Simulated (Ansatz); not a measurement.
# MgS (Niningerite) (Fm-3m) in Ansatz: settings compared, part 2 of 2

Ansatz 0.2.0. Earlier steps stand in the parts before.

**4. Relaxation of cell and atoms, PBE+D3(BJ)**

File input.yaml:

```yaml
crystal:
  lattice:
    - [0.0, 2.60165, 2.60165]
    - [2.60165, 0.0, 2.60165]
    - [2.60165, 2.60165, 0.0]
  atoms:
    - { symbol: S, position: [0.5, 0.5, 0.5] }
    - { symbol: Mg, position: [0.0, 0.0, 0.0] }
hamiltonian:
  xc: pbe
  pseudopotentials: { kind: paw }
  dispersion: d3bj
kpoints:
  mp_grid: { grid: [9, 9, 9] }
scf:
  occupations: { method: fermi_dirac, width: 0.05 }
output:
  forces: true
  stress: true
  eigenvalues: true
relax:
  f_tol: 0.01
  max_steps: 40
  cell: { stress_tol: 0.05 }
```

Potentials or basis: Ansatz PAW.

Started as:

```bash
> ansatz run input.yaml --threads 2 --pin off --max-ram 5632MiB --backend cpu --events-out ev --progress --plain --runs-dir out
```

What it wrote:

```text
Warning: RAYON_NUM_THREADS=2 ignored (pool sized by the plan → 2); use --threads N
Engine: ansatz 0.2.0, x86_64-unknown-linux-gnu
Pseudopotentials: kind: paw
Pseudopotential: S, paw, valence charge 6, recommended cutoff 420 eV (normal), S.paw.azcp
Pseudopotential: Mg, paw, valence charge 10, recommended cutoff 420 eV (normal), Mg.paw.azcp
Functional definition: PBE
  parameter kappa = 0.804
  parameter beta = 0.06672455060314922
  exchange = pbe_x(kappa = kappa, mu = beta*pi^2/3)
  correlation = pbe_c(beta = beta)
Crystal: 2 atoms, lattice volume = 35.219 Å³
Basis set: ecut = 420 eV, 701 PW (Γ), exchange–correlation on 50×50×50 points (8 copies of the dense FFT grid, shifted against one another)
Bands: 12, of which v1, the nominal top of the filled ones, is band 8 counted from 1 (7 counted from 0)
Symmetry: 48 space group operations
Space group: Fm-3m (ITA 225), of the structure as read, at distance tolerance 3.3e-5 Å
k-points: 35 of 729
Non-local potential: S, projectors of the file, l = 0: 2, l = 1: 2, l = 2: 2
Non-local potential: Mg, projectors of the file, l = 0: 3, l = 1: 2, l = 2: 1
PAW form: soft (Blöchl's): semilocal exchange-correlation on the pseudo side does not see the compensation charge
PAW one-centre angular grid: S, 110 points (default); XC on 64 Gauss nodes
PAW one-centre angular grid: Mg, 110 points (default); XC on 64 Gauss nodes
Initial density: superposition of atomic densities (neutral atoms: chi_scale 0, normalization atom), corrected by the library's trained network
Initial wavefunctions: pseudopotential atomic-orbital guess
Functional: x = pbe(κ = 0.804, μ = 0.2195149727645171), c = pbe(β = 0.06672455060314922)
SCF iter   1: F=—  HF=-2829.458147 eV  |F-HF|=—  |Δ(HF+E_count)|=         —  Δρ=4.25e-4  dr2=4.67e-5  ethr=1.77e-3  ⟨swp⟩=6.6  Hψ=2548  notcnv=0
preconditioner: auto → none  [insulator: Δε(μ)=2.912 eV  Ē_g=11.749 eV  σ=0.050 eV  W_gap=1.00  n_scr=8 (ndim 8)  ℏωp=17.7 eV  f_vac=0.000  D(μ)=0.00/eV (n_scr^D=0)  ε∞_Penn≈3.3]
SCF iter   2: F=—  HF=-2829.458013 eV  |F-HF|=—  |Δ(HF+E_count)|=   1.34e-4  Δρ=3.13e-4  dr2=4.48e-5  ethr=2.92e-7  ⟨swp⟩=3.1  Hψ=1089  notcnv=0
SCF iter   3: F=—  HF=-2829.458031 eV  |F-HF|=—  |Δ(HF+E_count)|=   1.83e-5  Δρ=1.47e-4  dr2=7.94e-6  ethr=2.80e-7  ⟨swp⟩=2.0  Hψ=556  notcnv=0
SCF iter   4: F=—  HF=-2829.458033 eV  |F-HF|=—  |Δ(HF+E_count)|=   2.55e-6  Δρ=7.02e-5  dr2=2.42e-6  ethr=4.96e-8  ⟨swp⟩=2.0  Hψ=555  notcnv=0
SCF iter   5: F=—  HF=-2829.458033 eV  |F-HF|=—  |Δ(HF+E_count)|=   6.53e-7  Δρ=3.04e-5  dr2=5.15e-7  ethr=1.51e-8  ⟨swp⟩=1.9  Hψ=523  notcnv=0
SCF iter   6: F=-2829.458033 eV  HF=-2829.458033 eV  |F-HF|=3.02e-8  |Δ(HF+E_count)|=   1.71e-7  Δρ=8.51e-6  dr2=4.11e-8  ethr=6.25e-10  ⟨swp⟩=3.2  Hψ=1468  notcnv=0
[... 33 lines left out ...]
relax step   4: F+E_penalty+E_count = -2829.46464228 eV  Δ(F+E_penalty+E_count) = +3.032e-5 eV  max|allowed force component| = 1.122e-30 eV/Å  Δτ_max = 0.0000 Å  P = +0.016 GPa  Ω = 34.243 Å³  stress off target by 1.60e-2 GPa  SCF on the basis re-selected at this cell (its energy is not comparable with the rows above)  (5 SCF iters)
basis re-selected at this cell: Δ(F+E_penalty+E_count) = +3.032e-5 eV, ΔP = +0.001 GPa vs the last step (what re-selecting the basis moved, of the pressure what is left beyond the Pulay correction that the steps carried, after the strain that the cell walked since its last selection, with what the two solves' SCF thresholds leave and, on support functions, any second-order correction that the steps lacked; it is no measure of the basis error at this ecutwfc). This SCF's stress stands 1.60e-2 GPa from its target on what of the cell is left free (relax.cell.stress_tol is 5.00e-2 GPa) and its largest allowed force component is 1.12e-30 eV/Å (relax.f_tol is 1.00e-2 eV/Å): within both
SCF converged after 5 iterations
Free energy (F): -2829.464642 eV
Harris-Foulkes:  -2829.464642 eV  (|F-HF|=4.55e-13)
Internal energy: -2829.464642 eV  (E = F + TS)
E sigma→0 (E₀):  -2829.464642 eV
Fermi energy:    8.215991 eV
--- Per-component energies (eV) ---
  E_band       = -326.712332
  E_kinetic    = 186.022975
  E_local      = -1651.871628  (includes V_loc(G=0)·N_el)
  E_nonlocal   = 123.452684
  E_hartree    = 588.287183
  E_xc         = -128.072451
  E_vxc        = -127.474842  (∫ρ·V_xc dr)
  E_paw        = -892.991562  (= ΣΔE_a)
  E_vpaw       = -33.415854  (= ΣTr[D̂ρ^β])
  E_aug_tail   = 0.000003  (compensation charges beyond the density's cutoff)
  E_ewald      = -1053.560153
  E_disp       = -0.731694  (pairwise vdW)
  E_smearing   = -0.000000  (= −TS)
  E_closure    = -0.000000  (closes the sum)
  Σ components = -2829.464642   (vs F -2829.464642, Δ=0.00e0)
--- Forces (eV/Å), atoms counted from 1 ---
  atom   1  S      0.00000000    -0.00000000     0.00000000
  atom   2  Mg    -0.00000000     0.00000000    -0.00000000
  max |Σ_I F_I| component: 2.23e-30 eV/Å
--- Stress (GPa, compression-positive) ---
        0.015985      -0.000000      -0.000000
       -0.000000       0.015985      -0.000000
       -0.000000      -0.000000       0.015985
  P = ⅓ Tr σ = 0.0160 GPa (0.160 kbar)
--- Band table (eV; the first three rows and the last of 35) ---
  k-point 0: bands = ["-67.9408", "-34.6924", "-34.6924", "-34.6924", "-6.1099", "6.7188", "6.7188", "6.7188", "10.6661", "14.6159", "14.6159", "14.6159"]
  k-point 1: bands = ["-67.9408", "-34.6933", "-34.6925", "-34.6925", "-5.9838", "5.8416", "6.6326", "6.6326", "11.3370", "14.3533", "14.8399", "14.8399"]
  k-point 2: bands = ["-67.9407", "-34.6955", "-34.6928", "-34.6928", "-5.6329", "4.2434", "6.4330", "6.4330", "11.8202", "14.7002", "14.7002", "14.8355"]
  k-point 34: bands = ["-67.9403", "-34.6977", "-34.6968", "-34.6951", "-4.3264", "3.0599", "3.6382", "4.5360", "12.0049", "14.1013", "14.4893", "15.9224"]
--- Relaxed structure (3 steps of the walk, 3 accepted, 1 SCFs on fresh bases) ---
  F+E_penalty+E_count = -2829.46464228 eV   max|allowed force component| = 1.122e-30 eV/Å   (the final SCF, on the basis selected at the relaxed cell)
  cell:  # Å, volume = 34.2433 Å³
    - [-1.528419485198973e-34, 2.5774002713972304, 2.5774002713972304]
    - [2.5774002713972304, 5.095564157565294e-34, 2.5774002713972304]
    - [2.5774002713972304, 2.5774002713972304, 9.681591111841029e-34]
  atoms:
    - { symbol: S, position: [0.5, 0.5, 0.5] }
    - { symbol: Mg, position: [-1.7350136671554882e-36, 1.927792963507257e-36, 1.927792963506556e-36] }
```

Wall time 1.5 s (2 threads of Intel Xeon 6975P-C (Granite Rapids), shared host); peak memory 0.34 GiB.

Results:

* Free energy: -2829.4646 eV
* Relaxed volume: 17.12 Å³/atom
* Relaxed cell: a = 3.645 Å, b = 3.645 Å, c = 3.645 Å, α = 60.00°, β = 60.00°, γ = 60.00°
* Space group after relaxing (to 0.05 Å): Fm-3m (No. 225)
* Energy gained by relaxing: 3.3 meV/atom
* Ionic steps: 4
* Pressure after relaxing: 0.0 GPa
* Band gap on the k mesh: 2.98 eV, indirect (least direct gap 3.95 eV)

Step by step:
```tsv
step	energy change (eV)	largest force (eV/Å)	volume (Å³)
1	0.0000	0.0000	35.22
2	-0.0065	0.0000	34.40
3	-0.0066	0.0000	34.24
4	-0.0066	0.0000	34.24
```

Final structure:
```yaml
crystal:
  lattice:
    - [0.00000, 2.57740, 2.57740]
    - [2.57740, 0.00000, 2.57740]
    - [2.57740, 2.57740, 0.00000]
  atoms:
    - { symbol: S, position: [0.50000, 0.50000, 0.50000] }
    - { symbol: Mg, position: [0.00000, 0.00000, 0.00000] }
```

Caveat: odd divisions of the mesh miss points on the zone boundary, where band edges often lie, so the gap on the mesh can be too wide; the plane-wave basis is chosen anew once the cell has moved, so the energies of steps on either side of that aren't comparable.
